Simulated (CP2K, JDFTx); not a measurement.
Equation of state of BP under r2SCAN

```cif
data_structure
_symmetry_space_group_name_H-M 'F-43m'
_symmetry_Int_Tables_number 216
_cell_length_a 4.5380
_cell_length_b 4.5380
_cell_length_c 4.5380
_cell_angle_alpha 90.000
_cell_angle_beta 90.000
_cell_angle_gamma 90.000
_cell_volume 93.45
loop_
_atom_site_label
_atom_site_type_symbol
_atom_site_symmetry_multiplicity
_atom_site_Wyckoff_symbol
_atom_site_fract_x
_atom_site_fract_y
_atom_site_fract_z
_atom_site_occupancy
P1 P 4 d 0.25000 0.75000 0.25000 1
B1 B 4 a 0.00000 0.00000 0.00000 1
```

The cell was scaled at fixed shape and fractions and run with CP2K, POTENTIAL_UZH P GTH-SCAN-q5, B GTH-SCAN-q3; TZVP-MOLOPT-SCAN-GTH basis; r2SCAN, k mesh 10 × 10 × 10 on the cell of 2 atoms, fermi-dirac occupations of 0.05 eV, no spin polarisation, no spin-orbit coupling. Energies are those that the program minimises, any entropy of the smearing included.

```tsv
V (Å³/atom)	energy over the lowest row (meV/atom)
10.9807	18.14
11.2144	6.44
11.4480	?
11.6816	0.00
11.9153	4.21
12.1489	12.79
12.3825	25.31
```

Fit the third-order Birch-Murnaghan form, give V0, B0 and B′, and predict the energy left open.

With y = (V0/V)^(2/3), E = E0 + (9 V0 B0/16) [(y - 1)³ B′ + (y - 1)² (6 - 4y)]. Least squares through the rows shown give V0 = 11.5909 Å³/atom, E0 = -0.37 meV, B0 = 169.3 GPa (1 eV/Å³ = 160.218 GPa) and B′ = 3.82, with a largest miss of 0.01 meV. At V = 11.4480 the form with these constants gives 0.58 meV; the run gave 0.58 meV an atom. Other set-ups at this level, from all their volumes (Å³/atom, GPa): JDFTx, SG15-PBE-1.2 (made for PBE): V0 11.650, B0 165.5. Measured volume: 11.68 Å³/atom at 297 K (a printed reference work), so the fit lies -0.8 % from it. The runs are for a static lattice.
